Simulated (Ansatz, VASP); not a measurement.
# One calculation of Fe3Ge, two programs

```
Fe Ge
1.0
     3.53414    0.00000    0.00000
     0.00000    3.53414    0.00000
     0.00000    0.00000    3.53414
Fe Ge
3 1
Direct
  0.00000 0.50000 0.50000
  0.50000 0.50000 0.00000
  0.50000 0.00000 0.50000
  0.00000 0.00000 0.00000
```

Alike in both runs: functional LDA; k mesh 6 × 6 × 6; occupations fermi-dirac, width 0.1 eV; collinear spin.

Ansatz relaxed the structure, and its values are those at the end. VASP's run is a single point on that final structure, the one shown.

|  | VASP | Ansatz |
| --- | --- | --- |
| version | VASP 6.6.1 | Ansatz 0.2.0 |
| potentials or method | VASP PAW LDA potentials, release 64 (Fe, Ge_d) | plane waves, PAW |
| plane-wave cutoff (eV) | 520 | 450 |
| valence electrons in the cell | 38 | 62 |

Ansatz gave:

| Property | Result |
| --- | --- |
| pressure (GPa) | 0.0 |
| net moment per atom (μB) | 1.42 |
| size of the moment on the site where the two differ most (μB) | 1.90 |

Estimate VASP's values.

pressure (GPa): -0.7; net moment per atom (μB): 1.35; size of the moment on the site where the two differ most (μB): 1.79.

Site moments also hang on the region over which each program counts them. The two sets of potentials don't hold the same shells in valence. Ansatz warned: «given_moment_on_shells».
